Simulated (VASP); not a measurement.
## VASP 6.6.1 run: Ge

INCAR

```
PREC = Accurate
EDIFF = 1E-7
GGA = PE
SIGMA = 0.02
NBANDS = 16
IBRION = -1
LREAL = .FALSE.
NELM = 58
ISIF = 2
LASPH = .TRUE.
NSW = 0
LWAVE = .FALSE.
ISMEAR = -1
LCHARG = .FALSE.
ENCUT = 520
```

KPOINTS

```
KPOINTS created by Atomic Simulation Environment
0
Gamma
8 8 8
0 0 0
```

POSCAR

```
Ge
 1.0000000000000000
     0.0000000000000000    2.8368735120999999    2.8936109822999998
     2.8368735120999999    0.0000000000000000    2.8936109822999998
     2.8368735120999999    2.8368735120999999    0.0000000000000000
 Ge
   2
Cartesian
  0.0000000000000000  0.0000000000000000  0.0000000000000000
  1.4184367560499997  1.4184367560499997  1.4468054911499997
```

The recommended PBE PAW datasets give the neutral cell 28 valence electrons.

Command

```
mpirun -np 1 vasp_std
```

OSZICAR

```
N       E                     dE             d eps       ncg     rms          rms(c)
DAV:   1     0.147900388790E+03    0.14790E+03   -0.16227E+04  1912   0.474E+03
DAV:   2     0.681538118902E+01   -0.14109E+03   -0.14023E+03  1936   0.509E+02
DAV:   3    -0.868228806362E+01   -0.15498E+02   -0.15393E+02  2104   0.144E+02
DAV:   4    -0.908974512124E+01   -0.40746E+00   -0.40705E+00  2320   0.275E+01
DAV:   5    -0.909709403406E+01   -0.73489E-02   -0.73487E-02  2312   0.340E+00    0.307E+00
DAV:   6    -0.904368705578E+01    0.53407E-01   -0.24327E-02  2208   0.189E+00    0.184E+00
DAV:   7    -0.901559392282E+01    0.28093E-01   -0.57075E-02  2032   0.256E+00    0.146E-01
DAV:   8    -0.901735344172E+01   -0.17595E-02   -0.67364E-03  2248   0.135E+00    0.411E-02
DAV:   9    -0.901742813825E+01   -0.74697E-04   -0.22500E-04  2384   0.291E-01    0.170E-02
DAV:  10    -0.901745911398E+01   -0.30976E-04   -0.93216E-05  2208   0.149E-01    0.506E-03
DAV:  11    -0.901746081612E+01   -0.17021E-05   -0.11740E-05  2544   0.753E-02    0.147E-03
DAV:  12    -0.901746069646E+01    0.11965E-06   -0.77236E-07  2328   0.203E-02    0.250E-04
DAV:  13    -0.901746064979E+01    0.46675E-07   -0.35274E-08  1576   0.215E-03
   1 F= -.90174606E+01 E0= -.90173702E+01  d E =-.180996E-03
```

From OUTCAR

```
k-points           NKPTS =     59   k-points in BZ     NKDIM =     59   number of bands    NBANDS=     16

   NELECT =      28.0000    total number of electrons

   dimension x,y,z NGX =    30 NGY =   30 NGZ =   30
   dimension x,y,z NGXF=    60 NGYF=   60 NGZF=   60

  energy-cutoff  :      520.00
  volume of cell :       46.57
      direct lattice vectors                 reciprocal lattice vectors
     0.000000000  2.836873512  2.893610982    -0.176250368  0.176250368  0.172794478
     2.836873512  0.000000000  2.893610982     0.176250368 -0.176250368  0.172794478
     2.836873512  2.836873512  0.000000000     0.176250368  0.176250368 -0.172794478

 k-points in reciprocal lattice and weights: KPOINTS created by Atomic Simulation Env
   0.00000000  0.00000000  0.00000000       0.002
   0.12500000 -0.00000000  0.00000000       0.016
   0.25000000 -0.00000000  0.00000000       0.016
   0.37500000  0.00000000  0.00000000       0.016
   0.50000000 -0.00000000  0.00000000       0.008
   0.12500000  0.12500000  0.00000000       0.004
   0.25000000  0.12500000  0.00000000       0.016
   0.37500000  0.12500000  0.00000000       0.016
   ...

 E-fermi :   4.7639

 k-point     1 :       0.0000    0.0000    0.0000
  band No.  band energies     occupation
      1     -20.0540      2.00000
      2     -20.0540      2.00000
      3     -20.0499      2.00000
      4     -20.0192      2.00000
      5     -20.0182      2.00000
      6     -19.8284      2.00000
      7     -19.8204      2.00000
      8     -19.8204      2.00000
      9     -19.8148      2.00000
     10     -19.8093      2.00000
     11      -7.8356      2.00000
     12       4.4990      2.00000
     13       4.6212      1.99840
     14       4.7749      0.73006
     15       4.7749      0.72993
     16       7.2346      0.00000

 k-point     2 :       0.1250   -0.0000    0.0000
  band No.  band energies     occupation
      1     -20.0615      2.00000
      2     -20.0589      2.00000
      3     -20.0502      2.00000
      4     -20.0084      2.00000
      5     -20.0079      2.00000
      6     -19.8362      2.00000
      7     -19.8348      2.00000
      8     -19.8245      2.00000
      9     -19.8019      2.00000
     10     -19.8019      2.00000
     11      -7.6505      2.00000
     12       2.3254      2.00000
     13       4.3453      2.00000
     14       4.4579      2.00000
     15       5.6377      0.00000
     16       7.6815      0.00000

 k-point     3 :       0.2500   -0.0000    0.0000
  band No.  band energies     occupation
      1     -20.0713      2.00000
      2     -20.0677      2.00000
      3     -20.0447      2.00000
      4     -19.9923      2.00000
      5     -19.9921      2.00000
      6     -19.8488      2.00000
      7     -19.8476      2.00000
      8     -19.8315      2.00000
      9     -19.7940      2.00000
     10     -19.7907      2.00000
     11      -7.1139      2.00000
     12       0.0406      2.00000
     13       3.8008      2.00000
     14       3.9409      2.00000
     15       5.2991      0.00000
     16       8.3118      0.00000

 ...

  Total        0.5971483      0.5971483      0.1947254      0.0000000      0.0000000      0.0000000
  in kB       20.5419998     20.5419998      6.6985848      0.0000000      0.0000000      0.0000000
  external PRESSURE =      15.9275281 kB  Pullay stress =       0.0000000 kB

 POSITION                                       TOTAL-FORCE (eV/Angst)
 -----------------------------------------------------------------------------------
      0.00000      0.00000      0.00000         0.000000      0.000000     -0.000000
      1.41844      1.41844      1.44681        -0.000000     -0.000000      0.000000
 -----------------------------------------------------------------------------------
    total drift:                                0.000000      0.000000      0.000000

  FREE ENERGIE OF THE ION-ELECTRON SYSTEM (eV)
  ---------------------------------------------------
  free  energy   TOTEN  =        -9.0174606498 eV

  energy  without entropy=       -9.0172796537  energy(sigma->0) =       -9.01737015
```

It converged. Results: gap between bands v and c on the k mesh 0.00 eV; least direct gap on the k mesh 0.00 eV; pressure 1.6 GPa. Band v is the last that the valence electrons fill when counted band by band, and c is the next.

For comparison, a separate PBE run of the intended cell, on usual settings and not on those above, gives a gap of 0.00 eV on its mesh and a pressure of 1.5 GPa.

The run above took about 39 s on one core of a shared host (Intel Xeon Platinum 8488C) and held 0.19 GiB at most.
